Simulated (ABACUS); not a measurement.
Runs of ABACUS 3.10.1 on SiC (Moissanite). The structure is hexagonal, space group P6_3mc (No. 186). The conventional cell has a = 3.076 Å, b = 3.076 Å, c = 5.048 Å, α = 90.00°, β = 90.00°, γ = 120.00°. Si (site symmetry 3m) is surrounded by 4 C at 1.87 to 1.94 Å. C (site symmetry 3m) has 4 Si at 1.87 to 1.94 Å as nearest neighbours. 

```tsv
level	D2 scale factor	gap on the mesh (eV)	pressure (GPa)	largest force (eV/Å)
PBE+D3(BJ)	-	2.49	(a)	0.82
PBE+D3(BJ)+ABC	-	2.49	3.5	0.82
PBE	-	2.49	(b)	0.82
PBE+D2	0.75	2.49	4.4	0.88
PBE+D3	-	2.49	5.6	0.82
```

Alike in all rows: task single point; potentials or basis PseudoDojo NC SR 0.4.1 PBE standard, DZP LCAO (the cutoffs set its grid); no spin polarisation; cell as given; k mesh 10 × 10 × 5; cutoff (eV) 1361; smearing fermi-dirac 0.05 eV.

Question: Fill in the values left out.

Answer: (a) 3.0; (b) 7.6.

Caveats: the atomic orbitals were generated for these runs and aren't a published set; an odd mesh through Γ misses points on the zone boundary, where band edges often lie; the basis of atomic orbitals isn't converged, which shifts pressures, moduli and gaps.
